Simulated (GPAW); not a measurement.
PbSe (Clausthalite):

```
CELL_PARAMETERS angstrom
0.00000 3.06065 3.06065
3.06065 0.00000 3.06065
3.06065 3.06065 0.00000
ATOMIC_POSITIONS crystal
Pb 0.00000 0.00000 0.00000
Se 0.50000 0.50000 0.50000
```

Base run:

```yaml
Program: GPAW 26.7.0
Functional: r2SCAN
Potentials_or_basis: GPAW PAW data sets (gpaw-data 1.2.1)
Cutoff: 600 eV
Basis: pw
k_mesh: 8 × 8 × 8
Occupations: fermi-dirac, width 0.05 eV
Spin: no spin polarisation
```

Its results: band gap on the k mesh 0.53 eV, direct; pressure 1.3 GPa.

Question: The run is repeated on the same cell with these changes: k mesh from 8 × 8 × 8 to 6 × 6 × 6; spin from no spin polarisation to spin-orbit coupling, no magnetisation. What comes out?

Answer: Band gap on the k mesh 0.15 eV, direct; pressure 1.3 GPa.

Several settings changed at once, so the effect can't be laid on one alone.

Caveats: the PAW data sets were made with another functional, which shifts forces and pressure a little; spin-orbit coupling is left out, which as a rule narrows the gap of such compounds by several tenths of an eV (some runs); spin-orbit coupling was added after a scalar SCF, so levels and gaps hold it while energy, forces, pressure and moments don't (some runs); this program's spin-orbit splittings come out too wide for heavy elements (some runs).
